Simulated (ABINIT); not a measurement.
# Sn (I4/mmm) in ABINIT: notebook

One crystal, Sn, is run at these levels: PBEsol, RPBE; tasks: single point.

Everything below comes from runs of ABINIT 10.8.3 (patched build). Logs are shortened: lines on timing, memory, paths and dates and some standing lists are left out, and cuts for length are marked. The log counts tension as positive stress, the text compression.

**1. The structure**

It takes space group I4/mmm (No. 139, tetragonal). The conventional cell has a = 4.058 Å, b = 4.058 Å, c = 3.322 Å, α = 90.00°, β = 90.00°, γ = 90.00°. Sn (site symmetry 4/mmm) has 10 Sn at 3.32 Å as nearest neighbours.

This isn't the form of Sn at room conditions, which is tetragonal (white tin).

**2. Single point, PBEsol**

run.abi

```
# Pseudopotentials
pp_dirpath "./"
pseudos "Sn.GGA_PBE-JTH.xml"

# Structure
acell 3*1.0
rprim
    -3.8346122418     3.8346122418     3.1383815391
     3.8346122418    -3.8346122418     3.1383815391
     3.8346122418     3.8346122418    -3.1383815391
ntypat 1
znucl 50
natom 1
typat 1
xred
     0.0000000000     0.0000000000     0.0000000000

# Plane-wave basis
ecut 26.0
pawecutdg 48.0
pawxcdev 0

# k points
kptopt 1
ngkpt 10 10 10
nshiftk 1
shiftk 0.0 0.0 0.0

# Exchange and correlation
ixc -116133

# Bands and occupations
nband 11
occopt 3
tsmear 0.00183747

# SCF cycle
nstep 100
tolvrs 1.0e-9

# Output
iomode 3
prtwf 0
prteig 0
prtebands 0
enunit 1
prtden 1
prtvha 1
prtvclmb 1
prtpot 1
```

Potentials or basis: JTH PAW PBE v2.0.

On the command line:

```console
abinit run.abi > log 2>&1
```

run.abo:

```text
.Version 10.8.3 of ABINIT
 Symmetries : space group I4/m m m (#139); Bravais tI (body-center tetrag.)
================================================================================
 Values of the parameters that define the memory need of the present run
     intxc =       0    ionmov =       0      iscf =      17    lmnmax =      18
     lnmax =       6     mgfft =      30  mpssoang =       3    mqgrid =    3001
     natom =       1  nloc_mem =       2    nspden =       1   nspinor =       1
    nsppol =       1      nsym =      16    n1xccc =       1    ntypat =       1
    occopt =       3   xclevel =       2
       mpw =        1183          nfft =       27000          nkpt =         102
 PAW method is used; the additional fine FFT grid is defined by:
   mgfftf=        40    nfftf =     64000
================================================================================
================================================================================

--------------------------------------------------------------------------------
------------- Echo of variables that govern the present computation ------------
--------------------------------------------------------------------------------
 -outvars: echo values of preprocessed input variables --------
            acell      1.0000000000E+00  1.0000000000E+00  1.0000000000E+00 Bohr
              amu      1.18710000E+02
             ecut      2.60000000E+01 Hartree
           enunit           1
                       outvar_i_n : Printing only first  50 k-points.
              ixc     -116133
                       outvar_i_n : Printing only first  50 k-points.
         kptrlatt       10    0    0      0   10    0      0    0   10
          kptrlen      6.26561575E+01
            natom           1
            nband          11
            ngfft          30      30      30
          ngfftdg          40      40      40
             nkpt         102
            nstep         100
             nsym          16
           ntypat           1
                       prtocc : prtvol=0, do not print more k-points.
           occopt           3
        pawecutdg      4.80000000E+01 Hartree
         pawxcdev           0
        prtebands           0
           prteig           0
           prtpot           1
         prtvclmb           1
           prtvha           1
            prtwf           0
            rprim     -3.8346122418E+00  3.8346122418E+00  3.1383815391E+00
                       3.8346122418E+00 -3.8346122418E+00  3.1383815391E+00
                       3.8346122418E+00  3.8346122418E+00 -3.1383815391E+00
          spgroup         139
           tolvrs      1.00000000E-09
           tsmear      1.83747000E-03 Hartree
            typat      1
           useylm           1
                       outvars : Printing only first  50 k-points.
            znucl       50.00000

================================================================================

 chkinp: Checking input parameters for consistency.

================================================================================
== DATASET  1 ==================================================================

--- !DatasetInfo
iteration_state: {dtset: 1, }
dimensions: {natom: 1, nkpt: 102, mband: 11, nsppol: 1, nspinor: 1, nspden: 1, mpw: 1183, }
cutoff_energies: {ecut:  26.0, pawecutdg:  48.0, }
electrons: {nelect:   1.40000000E+01, charge:   0.00000000E+00, occopt:   3.00000000E+00, tsmear:   1.83747000E-03, }
meta: {optdriver: 0, ionmov: 0, optcell: 0, iscf: 17, paral_kgb: 0, }
...

 Real(R)+Recip(G) space primitive vectors, cartesian coordinates (Bohr,Bohr^-1):
 R(1)= -3.8346122  3.8346122  3.1383815  G(1)=  0.0000000  0.1303913  0.1593178
 R(2)=  3.8346122 -3.8346122  3.1383815  G(2)=  0.1303913  0.0000000  0.1593178
 R(3)=  3.8346122  3.8346122 -3.1383815  G(3)=  0.1303913  0.1303913  0.0000000
 Unit cell volume ucvol=  1.8459020E+02 bohr^3
 Angles (23,13,12)=  1.04530205E+02  1.04530205E+02  1.19882259E+02 degrees

 Coarse grid specifications (used for wave-functions):

 getcut: wavevector=  0.0000  0.0000  0.0000  ngfft=  30  30  30
         ecut(hartree)=     26.000   => boxcut(ratio)=   2.08734

 Fine grid specifications (used for densities):

 getcut: wavevector=  0.0000  0.0000  0.0000  ngfft=  40  40  40
         ecut(hartree)=     48.000   => boxcut(ratio)=   2.04697

--- Pseudopotential description ------------------------------------------------
- pspini: atom type   1  psp file is ./Sn.GGA_PBE-JTH.xml
 Pseudopotential format is: paw10
 basis_size (lnmax)=  6 (lmn_size= 18), orbitals=   0   0   1   1   2   2
 Spheres core radius: rc_sph= 2.51086398
 Shapefunction is BESSEL type: shapef(r,l)=aa(1,l)*jl(q(1,l)*r)+aa(2,l)*jl(q(2,l)*r)
 Radius for shape functions =  1.40702157
 Compensation charge density is not taken into account in XC energy/potential

   3.60098397E+02                                ecore*ucvol(ha*bohr**3)
--------------------------------------------------------------------------------

[... 7 lines left out ...]

     iter   Etot(hartree)      deltaE(h)  residm     nres2
 ETOT  1  -69.634891834691    -6.963E+01 4.813E-01 5.158E-01
 ETOT  2  -69.712968460439    -7.808E-02 1.758E-02 5.867E-02
 ETOT  3  -69.712898014537     7.045E-05 5.226E-03 8.179E-03
 ETOT  4  -69.712891733501     6.281E-06 1.855E-02 1.307E-04
 ETOT  5  -69.712891422549     3.110E-07 1.092E-03 8.609E-07
 ETOT  6  -69.712891420175     2.373E-09 1.911E-03 7.676E-08
 ETOT  7  -69.712891420182    -6.281E-12 3.276E-04 5.140E-09
 ETOT  8  -69.712891420150     3.153E-11 9.794E-04 3.459E-10

 At SCF step    8       nres2   =  3.46E-10 < tolvrs=  1.00E-09 =>converged.

 Cartesian components of stress tensor (hartree/bohr^3)
  sigma(1 1)=  9.03908457E-05  sigma(3 2)=  0.00000000E+00
  sigma(2 2)=  9.03908457E-05  sigma(3 1)=  0.00000000E+00
  sigma(3 3)=  5.45507511E-05  sigma(2 1)=  0.00000000E+00

--- !ResultsGS
iteration_state: {dtset: 1, }
comment   : Summary of ground state results
lattice_vectors:
- [ -3.8346122,   3.8346122,   3.1383815, ]
- [  3.8346122,  -3.8346122,   3.1383815, ]
- [  3.8346122,   3.8346122,  -3.1383815, ]
lattice_lengths: [   6.26562,    6.26562,    6.26562, ]
lattice_angles: [104.530, 104.530, 119.882, ] # degrees, (23, 13, 12)
lattice_volume:   1.8459020E+02
convergence: {deltae:  3.153E-11, res2:  3.459E-10, residm:  9.794E-04, diffor: null, }
etotal    :  -6.97128914E+01
entropy   :   0.00000000E+00
fermie    :   2.29207184E-01
cartesian_stress_tensor: # hartree/bohr^3
- [  9.03908457E-05,   0.00000000E+00,   0.00000000E+00, ]
- [  0.00000000E+00,   9.03908457E-05,   0.00000000E+00, ]
- [  0.00000000E+00,   0.00000000E+00,   5.45507511E-05, ]
pressure_GPa:  -2.3079E+00
xred      :
- [  0.0000E+00,   0.0000E+00,   0.0000E+00, Sn]
cartesian_forces: # hartree/bohr
- [ -0.00000000E+00,  -0.00000000E+00,  -0.00000000E+00, ]
force_length_stats: {min:   0.00000000E+00, max:   0.00000000E+00, mean:   0.00000000E+00, }
...

 Integrated electronic density in atomic spheres:
 ------------------------------------------------
 Atom  Sphere_radius  Integrated_density
    1        2.51086         11.85700078

================================================================================

 ----iterations are completed or convergence reached----

 Mean square residual over all n,k,spin=   22.236E-07; max=  97.942E-05
 reduced coordinates (array xred) for    1 atoms
       0.000000000000      0.000000000000      0.000000000000
 rms dE/dt=  0.0000E+00; max dE/dt=  0.0000E+00; dE/dt below (all hartree)
    1       0.000000000000      0.000000000000      0.000000000000

 cartesian coordinates (angstrom) at end:
    1      0.00000000000000     0.00000000000000     0.00000000000000

 cartesian forces (hartree/bohr) at end:
    1     -0.00000000000000    -0.00000000000000    -0.00000000000000
 frms,max,avg= 0.0000000E+00 0.0000000E+00   0.000E+00  0.000E+00  0.000E+00 h/b

 cartesian forces (eV/Angstrom) at end:
    1     -0.00000000000000    -0.00000000000000    -0.00000000000000
 frms,max,avg= 0.0000000E+00 0.0000000E+00   0.000E+00  0.000E+00  0.000E+00 e/A
 length scales=  1.000000000000  1.000000000000  1.000000000000 bohr
              =  0.529177210544  0.529177210544  0.529177210544 angstroms
 Fermi (or HOMO) energy (eV) =   6.23705   Average Vxc (eV)= -10.37747
 Eigenvalues (   eV  ) for nkpt= 102  k points:
 kpt#   1, nband= 11, wtk=  0.00100, kpt=  0.0000  0.0000  0.0000 (reduced coord)
 -15.16813  -15.09187  -15.09187  -15.08997  -14.97507   -4.77780   13.02752   13.02752
  15.57088   16.54898   17.63882
 prteigrs : prtvol=0 or 1, do not print more k-points.

--- !EnergyTerms
iteration_state     : {dtset: 1, }
comment             : Components of total free energy in Hartree
kinetic             :  1.17044171320465E+01
hartree             :  2.39697272997282E+01
xc                  : -6.81036024515664E+00
Ewald energy        : -4.96320901037516E+01
psp_core            :  1.95079910470964E+00
local_psp           : -6.64801521705992E+01
PAW spherical_terms :  1.55849397381140E+01
internal            : -6.97127192449090E+01
'-kT*entropy'       : -1.74873963534863E-04
total_energy        : -6.97128941188726E+01
total_energy_eV     : -1.89698448819382E+03
...

--- !EnergyTermsDC
iteration_state     : {dtset: 1, }
comment             : '"Double-counting" decomposition of free energy'
band_energy         : -5.27518646498421E+00
Ewald energy        : -4.96320901037516E+01
psp_core            :  1.95079910470964E+00
xc_dc               : -2.62188177565672E+01
PAW spherical_terms :  9.46257867440676E+00
internal            : -6.97127165461866E+01
'-kT*entropy'       : -1.74873963534863E-04
total_energy_dc     : -6.97128914201501E+01
total_energy_dc_eV  : -1.89698441475784E+03
...

--- !EnergyTermsWithPAWCore
iteration_state     : {dtset: 1, }
comment             : 'Components of total free energy, including PAW core contributions'
Total energy        : -6.17461317103581E+03
Total energy DC     : -6.17461316833709E+03
Total energy (eV)   : -1.68019783916577E+05
Total energy DC (eV): -1.68019783843141E+05
...

 Cartesian components of stress tensor (hartree/bohr^3)
  sigma(1 1)=  9.03908457E-05  sigma(3 2)=  0.00000000E+00
  sigma(2 2)=  9.03908457E-05  sigma(3 1)=  0.00000000E+00
  sigma(3 3)=  5.45507511E-05  sigma(2 1)=  0.00000000E+00

-Cartesian components of stress tensor (GPa)         [Pressure= -2.3079E+00 GPa]
- sigma(1 1)=  2.65939049E+00  sigma(3 2)=  0.00000000E+00
- sigma(2 2)=  2.65939049E+00  sigma(3 1)=  0.00000000E+00
- sigma(3 3)=  1.60493851E+00  sigma(2 1)=  0.00000000E+00

== END DATASET(S) ==============================================================
================================================================================

 -outvars: echo values of variables after computation  --------
            acell      1.0000000000E+00  1.0000000000E+00  1.0000000000E+00 Bohr
           etotal     -6.9712891420E+01
            fcart     -0.0000000000E+00 -0.0000000000E+00 -0.0000000000E+00
            rprim     -3.8346122418E+00  3.8346122418E+00  3.1383815391E+00
                       3.8346122418E+00 -3.8346122418E+00  3.1383815391E+00
                       3.8346122418E+00  3.8346122418E+00 -3.1383815391E+00
           strten      9.0390845665E-05  9.0390845665E-05  5.4550751116E-05
                       0.0000000000E+00  0.0000000000E+00  0.0000000000E+00
 Calculation completed.
```

Run time: 30 s. Hardware: 1 thread of Arm Neoverse V1, shared host; peak memory 0.14 GiB.

What came out:

```
Free energy                                           : -1896.9844 eV
Pressure                                              : -2.3 GPa
Band gap on the k mesh                                : none (metal or under the smearing width)
Valence electrons inside the program's atomic spheres : Sn 11.86 (radii [1.3287] Å)
```

Stress tensor (GPa, compression positive):
```
-2.66  0.00  0.00
 0.00 -2.66  0.00
 0.00  0.00 -1.60
```

Levels at points of the mesh, in eV from the Fermi level:
| k point | band 4 | band 5 | band 6 | band 7 | band 8 | band 9 | band 10 | band 11 |
| --- | --- | --- | --- | --- | --- | --- | --- | --- |
| (0.00, 0.00, 0.00) | -21.33 | -21.21 | -11.01 | 6.79 | 6.79 | 9.33 | 10.31 | 11.40 |
| (0.50, 0.00, 0.00) | -21.19 | -21.16 | -5.74 | -4.12 | 3.10 | 4.35 | 7.22 | 7.44 |
| (0.50, 0.50, 0.00) | -21.26 | -21.17 | -7.24 | -4.64 | 5.81 | 7.77 | 10.41 | 10.97 |
| (0.50, 0.50, 0.50) | -21.18 | -21.15 | -3.39 | -1.53 | -1.53 | 2.55 | 3.11 | 6.15 |

Caveat: the PAW data sets were made with another functional, which shifts forces and pressure a little.

**3. Single point, RPBE**

Changes to run.abi since step 2:

```diff
@@ -29,3 +29,3 @@
 # Exchange and correlation
-ixc -116133
+ixc 15
```

Potentials or basis: JTH PAW PBE v2.0.

On the command line:

```console
abinit run.abi > log 2>&1
```

run.abo:

```text
.Version 10.8.3 of ABINIT
 Symmetries : space group I4/m m m (#139); Bravais tI (body-center tetrag.)
================================================================================
 Values of the parameters that define the memory need of the present run
     intxc =       0    ionmov =       0      iscf =      17    lmnmax =      18
     lnmax =       6     mgfft =      30  mpssoang =       3    mqgrid =    3001
     natom =       1  nloc_mem =       2    nspden =       1   nspinor =       1
    nsppol =       1      nsym =      16    n1xccc =       1    ntypat =       1
    occopt =       3   xclevel =       2
       mpw =        1183          nfft =       27000          nkpt =         102
 PAW method is used; the additional fine FFT grid is defined by:
   mgfftf=        40    nfftf =     64000
================================================================================
================================================================================

--------------------------------------------------------------------------------
[... 212 lines left out ...]

 Cartesian components of stress tensor (hartree/bohr^3)
  sigma(1 1)= -4.75032132E-05  sigma(3 2)=  0.00000000E+00
  sigma(2 2)= -4.75032132E-05  sigma(3 1)=  0.00000000E+00
  sigma(3 3)= -9.90576883E-05  sigma(2 1)=  0.00000000E+00

-Cartesian components of stress tensor (GPa)         [Pressure=  1.9032E+00 GPa]
- sigma(1 1)= -1.39759279E+00  sigma(3 2)=  0.00000000E+00
- sigma(2 2)= -1.39759279E+00  sigma(3 1)=  0.00000000E+00
- sigma(3 3)= -2.91437781E+00  sigma(2 1)=  0.00000000E+00

== END DATASET(S) ==============================================================
================================================================================

 -outvars: echo values of variables after computation  --------
            acell      1.0000000000E+00  1.0000000000E+00  1.0000000000E+00 Bohr
           etotal     -6.9667004949E+01
            fcart     -0.0000000000E+00 -0.0000000000E+00 -0.0000000000E+00
            rprim     -3.8346122418E+00  3.8346122418E+00  3.1383815391E+00
                       3.8346122418E+00 -3.8346122418E+00  3.1383815391E+00
                       3.8346122418E+00  3.8346122418E+00 -3.1383815391E+00
           strten     -4.7503213245E-05 -4.7503213245E-05 -9.9057688272E-05
                       0.0000000000E+00  0.0000000000E+00  0.0000000000E+00
 Calculation completed.
```

Wall time 29 s (1 thread of Arm Neoverse V1, shared host); peak memory 0.14 GiB.

Results:

* Free energy: -1895.7358 eV
* Pressure: 1.9 GPa
* Band gap on the k mesh: none (metal or under the smearing width)
* Valence electrons inside the program's atomic spheres: Sn 11.85 (radii [1.3287] Å)

Caveat: the PAW data sets were made with another functional, which shifts forces and pressure a little.
